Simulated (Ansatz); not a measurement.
Crystal: Yb.

```
CELL_PARAMETERS angstrom
0.00000 2.74310 2.74310
2.74310 0.00000 2.74310
2.74310 2.74310 0.00000
ATOMIC_POSITIONS crystal
Yb 0.00000 0.00000 0.00000
```

Base run:

| Property | Result |
| --- | --- |
| Program | Ansatz 0.2.0 |
| Functional | PBE |
| Potentials or basis | Ansatz PAW |
| Cutoff | 420 eV (not typed: the program's choice for these potentials) |
| k mesh | 7 × 7 × 7 |
| Occupations | fermi-dirac, width 0.05 eV |
| Spin | collinear spin, ferromagnetic start |
| Starting moments | [2.0] μB |
| Fixed moment | 2 μB |

Its results: pressure -2.6 GPa; site moments Yb +1.28 μB.

Question: The run is repeated on the same cell with these changes: fixed moment from 2 μB to 0.2 μB; moments at the start from [2.0] to [0.2]. What comes out?

Answer: Pressure -2.0 GPa; site moments Yb +0.10 μB.

Caveats: the total moment is fixed, so each spin has its own Fermi level; the thresholds are loose for stress.
